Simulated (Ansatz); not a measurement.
**Mg**

```
Mg
1.0
     0.00000    2.26120    2.26120
     2.26120    0.00000    2.26120
     2.26120    2.26120    0.00000
Mg
1
Direct
  0.00000 0.00000 0.00000
```

Conventional cell: a = 4.522 Å, b = 4.522 Å, c = 4.522 Å, α = 90.00°, β = 90.00°, γ = 90.00°. Mg (atom 1) is surrounded by 12 Mg at 3.20 Å.

The structure comes from a relaxation in the same program, started in the fcc type, and has space group Fm-3m. Whether it is a known phase or the ground state wasn't checked.

Method: DFT, PBE, all-electron LAPW, scalar-relativistic in Ansatz 0.2.0.

The runs use a Γ-centred 13×13×13 k mesh, Fermi–Dirac smearing of 0.08 eV, basis error target 0.25 meV/atom, no spin polarisation.

```yaml
Band_gap: "none: bands cross the Fermi level, a metal"
Density_of_states_at_the_Fermi_level_0.2_eV_bin: 0.49 states/eV per cell
Volume_per_atom: 23.12 Å³
Pressure_at_this_cell: 0.00 GPa
```
